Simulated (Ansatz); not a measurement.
## A series in volume per atom on P

Results calculated with Ansatz 0.2.0 development build, not measured. Equation of state of a cubic crystal from periodic Kohn-Sham density functional theory without spin; pressure corrected for the finite basis.

Cell of the first row (space group Pm-3m, No. 221):
```
P
1.0
      2.3945     0.0000     0.0000
      0.0000     2.3945     0.0000
      0.0000     0.0000     2.3945
P
1
Direct
  0.00000 0.00000 0.00000
```

Settings of every row: formula P; structure type simple cubic; functional PBE; spin treatment none; k mesh 22x22x22; occupation method fermi-dirac; occupation width 0.061225619 eV; wave cutoff 700 eV; datasets hard PAW; density cutoff ratio 4.

Limits: a cubic model structure, not a phase known at ambient conditions; modest k-mesh, values are not fully converged in k; the SCF threshold is loose for a stress in some rows.

| row | volume per atom (Å³) | energy above lowest point (meV/atom) | pressure (GPa) |
| --- | --- | --- | --- |
| 1 | 13.729 | 21.98 | 8.357 |
| 2 | 14.021 | ? | ? |
| 3 | 14.313 | 2.34 | 2.56 |
| 4 | 14.605 | 0 | 0.063 |
| 5 | 14.898 | 1.89 | -2.07 |
| 6 | 15.19 | 7.3 | -3.818 |
| 7 | 15.482 | 15.71 | -5.383 |

Question: what energy above lowest point and pressure should row 2 give?

Worked fit of energy above lowest point. Take u = (V_r/V)^(2/3) − 1 with V_r = 14.752 Å³ an atom, which is twice the finite (Eulerian) strain; such expansions in the strain, on which the Birch-Murnaghan equation of state is built, carry the rest volume and the bulk modulus. The shown rows have u = 0.04908, 0.02034, 0.0067, -0.00654, -0.01932, -0.03169. Least squares give energy above lowest point = 0.483 − 142.1 × u + 11131.3 × u² + 14043 × u³ meV/atom; a parabola predicts inner rows, each left out in turn, worse (root mean square 0.28 against 0.057 meV/atom). The rows lie off it by 0.00, 0.02, -0.03, 0.01, 0.02, -0.01. Its lowest point lies at u = 0.0063, or V = 14.61 Å³ an atom, and the curvature there gives the bulk modulus at fixed shape and fractions, B = (4/9)(1 + u)² E″(u)/V = 112 GPa. The withheld row has u = 0.03446, so the fit gives 0.483 − 142.1 × (0.03446) + 11131.3 × (0.03446)² + 14043 × (0.03446)³ = 9.38 meV/atom.

The calculation gave 9.51 meV/atom. The fit lies 0.13 meV/atom (1.4 % of the value, 0.59 % of the column's range) below it; its largest miss of a shown row is 0.03 meV/atom.

Worked fit of pressure. Take u = (V_r/V)^(2/3) − 1 with V_r = 14.752 Å³ an atom, which is twice the finite (Eulerian) strain; such expansions in the strain, on which the Birch-Murnaghan equation of state is built, carry the rest volume and the bulk modulus. The shown rows have u = 0.04908, 0.02034, 0.0067, -0.00654, -0.01932, -0.03169. Least squares give pressure = −1.0079 + 159.055 × u + 653.61 × u² GPa; a straight line predicts inner rows, each left out in turn, worse (root mean square 0.44 against 0.065 GPa). The rows lie off it by -0.016, 0.062, -0.024, -0.050, 0.019, 0.009 (root mean square 0.036 GPa). The pressure vanishes at u = 0.0062, or V = 14.62 Å³ an atom, and there the bulk modulus at fixed shape and fractions is B = −V dP/dV = (2/3)(1 + u) dP/du = 112 GPa. The withheld row has u = 0.03446, so the fit gives −1.0079 + 159.055 × (0.03446) + 653.61 × (0.03446)² = 5.249 GPa.

The calculation gave 5.351 GPa. The fit lies 0.102 GPa (1.9 % of the value, 0.74 % of the column's range) below it; its largest miss of a shown row is 0.062 GPa.
